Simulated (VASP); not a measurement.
Input of a VASP 6.6.1 run:

INCAR

```
SYSTEM = Si
PREC = Accurate
ENCUT = 520
EDIFF = 1E-6
ISMEAR = 0
SIGMA = 0.02
LREAL = .FALSE.
LASPH = .TRUE.
NELM = 80
ALGO = Normal
ISIF = 2
LWAVE = .FALSE.
LCHARG = .FALSE.
GGA = CA
ICORELEVEL = 1
```

File KPOINTS:

```
Automatic mesh
0
G
  8 9 8
  0 0 0
```

POSCAR

```
Si
1.0
    0.1463142700      2.7349844700      3.4304596800
    2.8398850800      0.3440988000      3.2326751500
    2.9636132600      2.6609281200      0.2203706200
Si
2
Direct
    0.4722123000      0.5743990500      0.4764958900
    0.7777877000      0.6756009500      0.7735041100
```

Potentials or basis: VASP PAW LDA potentials, release 64 (Si).

Run with:

```console
$ cat potpaw_LDA.64/Si/POTCAR > POTCAR
$ mpirun -np 1 vasp_std > vasp.out
```

What does it give for the largest force?

1.105 eV/Å.

Estimate the band gap on the k mesh.

none (metal or under the smearing width).

Forces in eV/Å, atoms in the order of the input:
```
Si  -0.426  0.723 -0.719
Si   0.426 -0.723  0.719
```

Caveat: forces of over 1 eV/Å show positions far from the minimum, so gaps and moduli don't describe the material at rest.
